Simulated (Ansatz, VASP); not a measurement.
## BAs: VASP beside Ansatz

Wanted: the spread between two codes on one cell, functional and k mesh. The cell is taken from a series of runs on this material, whose earlier steps may have relaxed, scaled, displaced or heated it; both programs get it as it stands.

Program: Ansatz 0.2.0. Level of theory: plane waves, with VASP 6.6.1 beside it; zone-centre phonons at LDA. Results are calculated unless marked as measured.

## Step 1: The starting structure

The structure is trigonal, space group R3m (No. 160). Conventional cell: a = 3.245 Å, b = 3.245 Å, c = 8.259 Å, α = 90.00°, β = 90.00°, γ = 120.00°. Nearest to B lie 4 As at 2.00 to 2.04 Å. Nearest to As lie 4 B at 2.00 to 2.04 Å. Farther neighbours are not listed.

As a file:

```cif
data_structure
_symmetry_space_group_name_H-M 'R3m:H'
_symmetry_Int_Tables_number 160
_cell_length_a 3.2454
_cell_length_b 3.2454
_cell_length_c 8.2590
_cell_angle_alpha 90.000
_cell_angle_beta 90.000
_cell_angle_gamma 120.000
_cell_volume 75.34
loop_
_atom_site_label
_atom_site_type_symbol
_atom_site_symmetry_multiplicity
_atom_site_Wyckoff_symbol
_atom_site_fract_x
_atom_site_fract_y
_atom_site_fract_z
_atom_site_occupancy
B1 B 3 a 0.00000 0.00000 0.00134 1
As1 As 3 a 0.00000 0.00000 0.24866 1
```

## Step 2: VASP: zone-centre phonons, LDA, pair 1

Second derivatives magnify differences that forces hide, and they need a tight electronic threshold.

Lines of VASP's logs that name or quote its potential files are left out, and so is its time.

INCAR

```
SYSTEM = BAs
PREC = Accurate
ENCUT = 500
EDIFF = 1E-08
NELM = 120
ISMEAR = 0
SIGMA = 0.01
LREAL = .FALSE.
ALGO = Normal
GGA = CA
NBANDS = 10
LORBIT = 11
LWAVE = .FALSE.
LCHARG = .FALSE.
ISIF = 2
IBRION = 8
LEPSILON = .TRUE.
LASPH = .TRUE.
GGA_COMPAT = .FALSE.
EFERMI = MIDGAP
KPAR = 2
```

POSCAR

```
BAs
1.0
    0.0595387448      2.3543947604      2.3543947604
    2.3543947604      0.0595387448      2.3543947604
    2.3543947604      2.3543947604      0.0595387448
B As
1 1
Direct
    0.9986627204      0.9986627204      0.9986627204
    0.7513372796      0.7513372796      0.7513372796
```

KPOINTS

```
Automatic mesh
0
Gamma
12 12 12
0 0 0
```

Potentials, in the order of the species: B and As (LDA family, release 64).

Started as:

```bash
> mpirun -np 2 vasp_std
```

Numbers of over 12 decimals in the logs are rounded to 6 here.

Output:

```text
[banner, memory and clock lines left out]
running    2 mpi-ranks, on    1 nodes
 distrk:  each k-point on    1 cores,    2 groups
 distr:  one band on    1 cores,    1 groups

 POSCAR found type information on POSCAR B As
 POSCAR found :  2 types and       2 ions
 LDA part: xc-table for (Slater(with rela. corr.)+CA(PZ))
 , standard interpolation
 POSCAR, INCAR and KPOINTS ok, starting setup
 FFT: planning ... GRIDC
 FFT: planning ... GRID_SOFT
 FFT: planning ... GRID
 WAVECAR not read
 entering main loop
       N       E                     dE             d eps       ncg     rms          rms(c)
DAV:   1     0.108809242215E+02    0.10881E+02   -0.38767E+03  3780   0.691E+02
DAV:   2    -0.131709484697E+02   -0.24052E+02   -0.22919E+02  5238   0.110E+02
DAV:   3    -0.137631738023E+02   -0.59223E+00   -0.59102E+00  4504   0.169E+01
DAV:   4    -0.137647044678E+02   -0.15307E-02   -0.15306E-02  4590   0.950E-01
DAV:   5    -0.137647066633E+02   -0.21954E-05   -0.21954E-05  4428   0.360E-02    0.565E+00
DAV:   6    -0.129721607149E+02    0.79255E+00   -0.20470E+00  4068   0.649E+00    0.266E+00
DAV:   7    -0.128681175691E+02    0.10404E+00   -0.26997E-01  4574   0.277E+00    0.940E-01
DAV:   8    -0.128537610966E+02    0.14356E-01   -0.26965E-02  4186   0.934E-01    0.113E-01
DAV:   9    -0.128537861962E+02   -0.25100E-04   -0.76502E-04  4340   0.191E-01    0.642E-02
DAV:  10    -0.128537889331E+02   -0.27369E-05   -0.87679E-05  4092   0.566E-02    0.145E-02
DAV:  11    -0.128537902191E+02   -0.12859E-05   -0.20497E-06  4476   0.105E-02    0.137E-02
DAV:  12    -0.128537901111E+02    0.10801E-06   -0.54297E-07  4204   0.356E-03    0.204E-03
DAV:  13    -0.128537901144E+02   -0.33187E-08   -0.34045E-08  4308   0.117E-03
   1 F= -.12853790E+02 E0= -.12853790E+02  d E =0.000000E+00
 Linear response reoptimize wavefunctions to high precision
DAV:   1    -0.128537901138E+02    0.61249E-09   -0.47814E-09  4220   0.341E-04
DAV:   2    -0.128537901138E+02   -0.22737E-10   -0.10456E-10  2312   0.831E-05
 Linear response G [H, r] |phi>, progress :
  Direction:   1
       N       E                     dE             d eps       ncg     rms
RMM:   1    -0.433259653292E+02   -0.43326E+02   -0.28420E+01  9508   0.449E+01
RMM:   2    -0.339490590398E+02    0.93769E+01   -0.28238E+00  6257   0.106E+01
RMM:   3    -0.339329758883E+02    0.16083E-01   -0.52071E-02  6571   0.833E-01
RMM:   4    -0.339301378250E+02    0.28381E-02   -0.31700E-03  6793   0.848E-02
RMM:   5    -0.339298636508E+02    0.27417E-03   -0.23927E-04  6734   0.944E-03
RMM:   6    -0.339298424838E+02    0.21167E-04   -0.24411E-05  6791   0.147E-03
RMM:   7    -0.339298403211E+02    0.21627E-05   -0.27083E-06  5988   0.492E-04
RMM:   8    -0.339298401555E+02    0.16562E-06   -0.71364E-07  5452   0.383E-04
RMM:   9    -0.339298401499E+02    0.55939E-08   -0.84478E-07  5012   0.375E-04
RMM:  10    -0.339298401429E+02    0.70598E-08   -0.84716E-07  4490   0.375E-04
RMM:  11    -0.339298401206E+02    0.22215E-07   -0.37666E-06  4089   0.375E-04
 Linear response G [H, r] |phi>, progress :
  Direction:   2
       N       E                     dE             d eps       ncg     rms
RMM:   1    -0.450366605824E+02   -0.45037E+02   -0.73889E+01  9640   0.429E+01
RMM:   2    -0.379527249261E+02    0.70839E+01   -0.19221E+00  6214   0.909E+00
RMM:   3    -0.379467945794E+02    0.59303E-02   -0.42633E-02  6631   0.659E-01
RMM:   4    -0.379440325798E+02    0.27620E-02   -0.31846E-03  6829   0.659E-02
RMM:   5    -0.379437510648E+02    0.28152E-03   -0.24398E-04  6862   0.746E-03
RMM:   6    -0.379437291578E+02    0.21907E-04   -0.23027E-05  6786   0.131E-03
RMM:   7    -0.379437269458E+02    0.22120E-05   -0.98473E-07  5958   0.545E-04
RMM:   8    -0.379437267296E+02    0.21623E-06    0.51224E-07  5565   0.464E-04
RMM:   9    -0.379437265746E+02    0.15498E-06   -0.15705E-06  5232   0.458E-04
RMM:  10    -0.379437264106E+02    0.16398E-06   -0.69718E-06  4788   0.458E-04
RMM:  11    -0.379437264484E+02   -0.37810E-07    0.10802E-05  4276   0.458E-04
 Linear response G [H, r] |phi>, progress :
  Direction:   3
       N       E                     dE             d eps       ncg     rms
RMM:   1    -0.289902288367E+02   -0.28990E+02    0.81696E+01  9339   0.428E+01
RMM:   2    -0.253266031865E+02    0.36636E+01   -0.23043E+00  6263   0.972E+00
RMM:   3    -0.253211739640E+02    0.54292E-02   -0.25652E-02  6594   0.824E-01
RMM:   4    -0.253208579278E+02    0.31604E-03   -0.36590E-04  6871   0.862E-02
RMM:   5    -0.253208437060E+02    0.14222E-04   -0.19870E-05  6761   0.101E-02
RMM:   6    -0.253208423365E+02    0.13695E-05   -0.21726E-06  6848   0.152E-03
RMM:   7    -0.253208422082E+02    0.12833E-06   -0.95159E-07  6112   0.488E-04
RMM:   8    -0.253208421862E+02    0.21934E-07   -0.28546E-07  5570   0.367E-04
RMM:   9    -0.253208421892E+02   -0.29985E-08   -0.39548E-07  5172   0.359E-04
RMM:  10    -0.253208421921E+02   -0.28486E-08    0.15547E-06  4631   0.359E-04
RMM:  11    -0.253208422138E+02   -0.21733E-07   -0.24905E-06  4058   0.359E-04
 Linear response to external field (no local field effect), progress :
  Direction:   1
       N       E                     dE             d eps       ncg     rms          rms(c)
RMM:   1    -0.671860917354E+00   -0.67186E+00   -0.30010E+00  8585   0.303E+00
[...]
RMM:   4    -0.406370812281E+00   -0.18854E-06   -0.17690E-07  6548   0.177E-03
RMM:   5    -0.406370812990E+00   -0.70955E-09   -0.50298E-09  5960   0.177E-04
 change of polarisation eV/A/(eV/A) component  3 :     0.094    -0.313     0.813
 dielectric tensor                  component  3 :     0.674    -2.258     6.857
 Linear response to external field, progress :
  Direction:   1
       N       E                     dE             d eps       ncg     rms          rms(c)
RMM:   1    -0.607114403088E+00   -0.60711E+00   -0.27030E+00 21775   0.288E+00
RMM:   2    -0.619635662262E+00   -0.12521E-01   -0.60832E-03 15826   0.382E-01    0.117E+00
RMM:   3    -0.605801900629E+00    0.13834E-01   -0.56995E-03 16275   0.438E-01    0.673E-01
RMM:   4    -0.623523555739E+00   -0.17722E-01   -0.71944E-03 15952   0.507E-01    0.734E-02
RMM:   5    -0.626451804997E+00   -0.29282E-02   -0.10741E-04 16446   0.671E-02    0.913E-03
RMM:   6    -0.626647623945E+00   -0.19582E-03   -0.12580E-06 16736   0.758E-03    0.410E-03
RMM:   7    -0.626685496993E+00   -0.37873E-04   -0.61193E-08 16800   0.176E-03    0.120E-03
RMM:   8    -0.626703880881E+00   -0.18384E-04   -0.22459E-08 17122   0.848E-04    0.100E-04
RMM:   9    -0.626703423173E+00    0.45771E-06   -0.37470E-09 15484   0.112E-04    0.229E-05
RMM:  10    -0.626703669466E+00   -0.24629E-06   -0.42261E-09  9797   0.313E-05    0.845E-06
 change of polarisation eV/A/(eV/A) component  1 :     1.183     0.227    -0.176
 dielectric tensor                  component  1 :     9.526     1.634    -1.266
 Linear response to external field, progress :
  Direction:   2
       N       E                     dE             d eps       ncg     rms          rms(c)
RMM:   1    -0.607111292380E+00   -0.60711E+00   -0.27030E+00 21776   0.288E+00
RMM:   2    -0.619635372284E+00   -0.12524E-01   -0.61202E-03 15829   0.382E-01    0.117E+00
RMM:   3    -0.605801435769E+00    0.13834E-01   -0.57068E-03 16279   0.438E-01    0.673E-01
RMM:   4    -0.623523634314E+00   -0.17722E-01   -0.71998E-03 15949   0.507E-01    0.734E-02
RMM:   5    -0.626451389778E+00   -0.29278E-02   -0.10740E-04 16451   0.671E-02    0.916E-03
RMM:   6    -0.626649440828E+00   -0.19805E-03   -0.13128E-06 16739   0.762E-03    0.409E-03
RMM:   7    -0.626687260322E+00   -0.37819E-04   -0.53430E-08 16788   0.176E-03    0.121E-03
RMM:   8    -0.626705686697E+00   -0.18426E-04   -0.87182E-09 17104   0.851E-04    0.100E-04
RMM:   9    -0.626705233042E+00    0.45365E-06    0.28129E-09 15508   0.113E-04    0.228E-05
RMM:  10    -0.626705476765E+00   -0.24372E-06    0.58258E-09  9812   0.324E-05    0.844E-06
 change of polarisation eV/A/(eV/A) component  2 :     0.134     1.183    -0.082
 dielectric tensor                  component  2 :     0.963     9.526    -0.592
 Linear response to external field, progress :
  Direction:   3
       N       E                     dE             d eps       ncg     rms          rms(c)
RMM:   1    -0.607141860027E+00   -0.60714E+00   -0.27033E+00 21762   0.288E+00
RMM:   2    -0.619635609960E+00   -0.12494E-01   -0.60705E-03 15824   0.381E-01    0.117E+00
RMM:   3    -0.605801530097E+00    0.13834E-01   -0.56982E-03 16277   0.438E-01    0.673E-01
RMM:   4    -0.623523697190E+00   -0.17722E-01   -0.71933E-03 15950   0.507E-01    0.734E-02
RMM:   5    -0.626451908819E+00   -0.29282E-02   -0.10782E-04 16451   0.671E-02    0.912E-03
RMM:   6    -0.626647718231E+00   -0.19581E-03   -0.11905E-06 16727   0.757E-03    0.410E-03
RMM:   7    -0.626685627795E+00   -0.37910E-04   -0.45359E-08 16780   0.176E-03    0.120E-03
RMM:   8    -0.626703985471E+00   -0.18358E-04   -0.21455E-08 17108   0.847E-04    0.100E-04
RMM:   9    -0.626703522412E+00    0.46306E-06   -0.60910E-09 15525   0.113E-04    0.229E-05
RMM:  10    -0.626703772352E+00   -0.24994E-06   -0.16777E-08  9738   0.323E-05    0.846E-06
 change of polarisation eV/A/(eV/A) component  3 :     0.226    -0.174     1.183
 dielectric tensor                  component  3 :     1.626    -1.257     9.526
 Linear response DOF=           2
 Linear response progress:
  Degree of freedom:   1/  2
       N       E                     dE             d eps       ncg     rms          rms(c)
RMM:   1    -0.453247141659E-01   -0.45325E-01   -0.51228E-04 22938   0.110E+00
RMM:   2    -0.423631446847E-01    0.29616E-02   -0.12318E-03 14993   0.216E-01    0.113E-01
RMM:   3    -0.423684052965E-01   -0.52606E-05   -0.23951E-04 15788   0.785E-02    0.581E-02
RMM:   4    -0.426992508007E-01   -0.33085E-03   -0.19523E-04 15456   0.728E-02    0.764E-03
RMM:   5    -0.426803193709E-01    0.18931E-04   -0.27160E-06 16468   0.718E-03    0.111E-03
RMM:   6    -0.426773757770E-01    0.29436E-05   -0.36738E-07 16268   0.808E-04    0.262E-04
RMM:   7    -0.426768417455E-01    0.53403E-06   -0.12893E-07 16719   0.179E-04    0.110E-04
RMM:   8    -0.426766941397E-01    0.14761E-06   -0.84484E-08 16859   0.958E-05    0.189E-05
RMM:   9    -0.426766768597E-01    0.17280E-07   -0.55722E-08 17413   0.297E-05    0.397E-06
RMM:  10    -0.426766799472E-01   -0.30875E-08   -0.54315E-08 15812   0.202E-05    0.822E-07
 first order change of Fermi-energy  -0.20709E+01
 force on displaced ion       1 direction 1 : -19.190   0.510   0.510
 Born effective charge ion    1 direction 1 :  -0.735   0.029   0.029
 Linear response progress:
  Degree of freedom:   2/  2
       N       E                     dE             d eps       ncg     rms          rms(c)
RMM:   1    -0.397288470849E-01   -0.39729E-01    0.26388E-02 23047   0.115E+00
RMM:   2    -0.373718707189E-01    0.23570E-02   -0.48337E-04 15230   0.212E-01    0.101E-01
RMM:   3    -0.373108622177E-01    0.61009E-04    0.81368E-05 16307   0.272E-02    0.587E-02
RMM:   4    -0.373743161262E-01   -0.63454E-04    0.44331E-05 16034   0.296E-02    0.350E-03
RMM:   5    -0.373773844936E-01   -0.30684E-05   -0.60867E-07 16876   0.282E-03    0.148E-03
RMM:   6    -0.373713450862E-01    0.60394E-05   -0.80984E-07 16674   0.677E-04    0.991E-05
RMM:   7    -0.373710665434E-01    0.27854E-06   -0.16843E-08 17172   0.862E-05    0.418E-05
RMM:   8    -0.373709151373E-01    0.15141E-06   -0.89879E-08 17276   0.555E-05    0.911E-06
RMM:   9    -0.373709151843E-01   -0.46978E-10   -0.98909E-08 16626   0.262E-05    0.254E-06
 first order change of Fermi-energy   0.20712E+01
 force on displaced ion       2 direction 1 : -19.188   0.509   0.509
 Born effective charge ion    2 direction 1 :   0.730  -0.028  -0.028
 Born effective charges drift removed
 Linear response finished
```

From OUTCAR (step 2):

```text
ion  position               nearest neighbor table
   1  0.999  0.999  0.999-   2 2.00   2 2.00   2 2.00   2 2.04
   2  0.751  0.751  0.751-   1 2.00   1 2.00   1 2.00   1 2.04

  LATTYP: Found a trigonal (rhomboedric) cell.
 ALAT       =     3.3301492816
 COS(alpha) =     0.5251204367

 Subroutine GETGRP returns: Found  6 space group operations
 (whereof  6 operations were pure point group operations)

The static configuration has the point symmetry C_3v.

 Found    189 irreducible k-points:

   k-points           NKPTS =    189   k-points in BZ     NKDIM =    189   number of bands    NBANDS=     10

   dimension x,y,z NGX =    24 NGY =   24 NGZ =   24
   dimension x,y,z NGXF=    48 NGYF=   48 NGZF=   48

   ENCUT  =  500.0 eV  36.75 Ry    6.06 a.u.   6.07  6.07  6.07*2*pi/ulx,y,z

   NELECT =       8.0000    total number of electrons

 k-points in reciprocal lattice and weights: Automatic mesh
   0.00000000  0.00000000  0.00000000       0.001
   0.08333333 -0.00000000 -0.00000000       0.003
   0.16666667 -0.00000000 -0.00000000       0.003
   0.25000000  0.00000000  0.00000000       0.003
   0.33333333 -0.00000000 -0.00000000       0.003
   0.41666667  0.00000000  0.00000000       0.003
   0.50000000  0.00000000  0.00000000       0.002
   0.08333333  0.08333333 -0.00000000       0.003
   0.16666667  0.08333333 -0.00000000       0.007
[...]
-0.41666667  0.50000000  0.41666667       0.003
   0.50000000  0.50000000  0.50000000       0.001

 average (electrostatic) potential at core
       1 -30.8956       2 -51.1229

  Total        1.5849670      1.5849670      1.5849670     -0.6973794     -0.6973794     -0.6973794
  in kB      101.1238910    101.1238910    101.1238910    -44.4941237    -44.4941237    -44.4941237
  external PRESSURE =     101.1238910 kB  Pullay stress =       0.0000000 kB

  energy-cutoff  :      500.00
  volume of cell :       25.11
      direct lattice vectors                 reciprocal lattice vectors
     0.059538745  2.354394760  2.354394760    -0.220599089  0.215158097  0.215158097
     2.354394760  0.059538745  2.354394760     0.215158097 -0.220599089  0.215158097
     2.354394760  2.354394760  0.059538745     0.215158097  0.215158097 -0.220599089

 POSITION                                       TOTAL-FORCE (eV/Angst)
 -----------------------------------------------------------------------------------
      4.76195      4.76195      4.76195        -0.007929     -0.007929     -0.007929
      3.58262      3.58262      3.58262         0.007929      0.007929      0.007929
 -----------------------------------------------------------------------------------
    total drift:                               -0.000037     -0.000037     -0.000037

 MACROSCOPIC STATIC DIELECTRIC TENSOR (including local field effects in DFT)
 ------------------------------------------------------
           9.526213     0.184467     0.184467
           0.184467     9.526213     0.184467
           0.184467     0.184467     9.526213
 ------------------------------------------------------

 PIEZOELECTRIC TENSOR (including local field effects)  for field in x, y, z        (C/m^2)
          XX          YY          ZZ          XY          YZ          ZX
  --------------------------------------------------------------------------------
  x     0.03699    -0.00172    -0.00172     0.03002    -0.18906     0.03003
  y    -0.00172     0.03699    -0.00172     0.03003     0.03002    -0.18906
  z    -0.00172    -0.00172     0.03699    -0.18906     0.03003     0.03002

 BORN EFFECTIVE CHARGES (including local field effects) (in |e|, cummulative output)
 ---------------------------------------------------------------------------------
 ion    1
    1    -0.73213     0.02903     0.02903
    2     0.02903    -0.73213     0.02903
    3     0.02903     0.02903    -0.73213
 ion    2
    1     0.73213    -0.02903    -0.02903
    2    -0.02903     0.73213    -0.02903
    3    -0.02903    -0.02903     0.73213

 Eigenvectors and eigenvalues of the dynamical matrix
 ----------------------------------------------------

   1 f  =   22.574461 THz   141.839523 2PiTHz  753.002971 cm-1    93.360428 meV
             X         Y         Z           dx          dy          dz
      4.761952  4.761952  4.761952    -0.381644   -0.381644    0.763287
      3.582623  3.582623  3.582623     0.144965    0.144965   -0.289929

   2 f  =   22.574461 THz   141.839523 2PiTHz  753.002971 cm-1    93.360428 meV
             X         Y         Z           dx          dy          dz
      4.761952  4.761952  4.761952    -0.661026    0.661026    0.000000
      3.582623  3.582623  3.582623     0.251086   -0.251086   -0.000000

   3 f  =   21.679713 THz   136.217655 2PiTHz  723.157390 cm-1    89.660049 meV
             X         Y         Z           dx          dy          dz
      4.761952  4.761952  4.761952    -0.539721   -0.539721   -0.539721
      3.582623  3.582623  3.582623     0.205024    0.205024    0.205024

   4 f/i=    0.000112 THz     0.000706 2PiTHz    0.003748 cm-1     0.000465 meV
             X         Y         Z           dx          dy          dz
      4.761952  4.761952  4.761952     0.205024    0.205024    0.205024
      3.582623  3.582623  3.582623     0.539721    0.539720    0.539721

   5 f/i=    0.000421 THz     0.002646 2PiTHz    0.014045 cm-1     0.001741 meV
             X         Y         Z           dx          dy          dz
      4.761952  4.761952  4.761952    -0.069850   -0.208766    0.278615
      3.582623  3.582623  3.582623    -0.183891   -0.549611    0.733501

   6 f/i=    0.000421 THz     0.002646 2PiTHz    0.014045 cm-1     0.001741 meV
             X         Y         Z           dx          dy          dz
      4.761952  4.761952  4.761952     0.281389   -0.201186   -0.080203
      3.582623  3.582623  3.582623     0.740805   -0.529657   -0.211148

 MACROSCOPIC STATIC DIELECTRIC TENSOR IONIC CONTRIBUTION
 ------------------------------------------------------
           0.201359    -0.010579    -0.010579
          -0.010579     0.201359    -0.010579
          -0.010579    -0.010579     0.201359
 ------------------------------------------------------

 ELASTIC MODULI CONTR FROM IONIC RELAXATION (kBar)
 Direction    XX          YY          ZZ          XY          YZ          ZX
 --------------------------------------------------------------------------------
 XX          -7.8651     -6.6889     -6.6889     16.5746     38.6536     16.8704
 YY          -6.6889     -7.8651     -6.6889     16.8704     16.5746     38.6536
 ZZ          -6.6889     -6.6889     -7.8651     38.6536     16.8704     16.5746
 XY          16.5746     16.8704     38.6536   -354.2226     54.7602     54.7602
 YZ          38.6536     16.5746     16.8704     54.7602   -354.2226     54.7602
 ZX          16.8704     38.6536     16.5746     54.7602     54.7602   -354.2226
 --------------------------------------------------------------------------------

 PIEZOELECTRIC TENSOR IONIC CONTR  for field in x, y, z        (C/m^2)
          XX          YY          ZZ          XY          YZ          ZX
  --------------------------------------------------------------------------------
  x    -0.02931    -0.01445    -0.01445    -0.02834     0.25054    -0.02460
  y    -0.01445    -0.02931    -0.01445    -0.02460    -0.02834     0.25054
  z    -0.01445    -0.01445    -0.02931     0.25054    -0.02460    -0.02834
```

(Continued in part 2 of 2.)

[Lines on the potential files, build, host, timing and source positions are cut from VASP's logs without a mark.]

[Logs are printed without paths, hosts, clocks, repeated set-up lines and the standing remarks that a program may print on its own settings, such as how far it seeks lower states.]

[Hosts, paths, dates, database ids (printed as entryN), source tags and the programs' standing remarks are cut or masked in the printed files.]
